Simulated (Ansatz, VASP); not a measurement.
Li: VASP beside Ansatz

```xyz
2
Lattice="2.6895 0.0000 0.0000 -1.3448 2.3292 0.0000 0.0000 0.0000 4.3966" Properties=species:S:1:pos:R:3 pbc="T T T"
Li    0.0000    1.5528    1.0991
Li    1.3448    0.7764    3.2974
```

Alike in both runs: task relaxation of shape and atoms at fixed volume; functional PBE; k mesh 14 × 14 × 8; occupations fermi-dirac, width 0.1 eV; no spin polarisation.

|  | VASP | Ansatz |
| --- | --- | --- |
| version | VASP 6.6.1 | Ansatz 0.2.0 |
| potentials or method | VASP PAW PBE potentials, release 64 (Li_sv) | PAW with Ansatz's default frozen-core files, scalar-relativistic |
| plane-wave cutoff (eV) | 600 | 420 |
| valence electrons in the cell | 6 | 6 |

```csv
,VASP,Ansatz,Ansatz less VASP
relaxed volume (Å³/atom),13.77,13.77,0.000
relaxed cell length with the largest relative difference (Å),2.690,2.690,0.0000
```

Caveats: the cutoff is under 1.25 times the usual one of these potentials, so pressure, stress and relaxed cells hold a basis-set (Pulay) error (VASP); the relaxation stopped at its first step, so nothing moved.
